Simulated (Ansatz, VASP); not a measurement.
**Rh: VASP beside Ansatz**

```
Rh
1.0
     2.68874    0.00000    0.00000
    -1.34437    2.32852    0.00000
     0.00000    0.00000    4.32894
Rh
2
Direct
  0.33333 0.66667 0.25000
  0.66667 0.33333 0.75000
```

This isn't the form of Rh at room conditions, which is fcc.

Alike in both runs: functional PBEsol; k mesh 18 × 18 × 10; occupations gaussian, width 0.1 eV; no spin polarisation.

Ansatz relaxed the structure, and its values are those at the end. VASP's run is a single point on that final structure, the one shown.

|  | VASP | Ansatz |
| --- | --- | --- |
| version | VASP 6.6.1 | Ansatz 0.2.0 |
| potentials or method | VASP PAW PBE potentials, release 64 (Rh_pv) | scalar-relativistic, plane waves, PAW |
| plane-wave cutoff (eV) | 520 | 420 |
| valence electrons in the cell | 30 | 34 |

|  | VASP | Ansatz | Ansatz less VASP |
| --- | --- | --- | --- |
| gap on the k mesh at the Fermi level (eV) | none | none | - |
| pressure (GPa) | 0.0 | 0.0 | -0.01 |

A gap of «none» marks a metal or a gap that the smearing closes. The two sets of potentials don't hold the same shells in valence.

Caveats: the PAW data sets were made with another functional, which shifts forces and pressure a little (VASP).
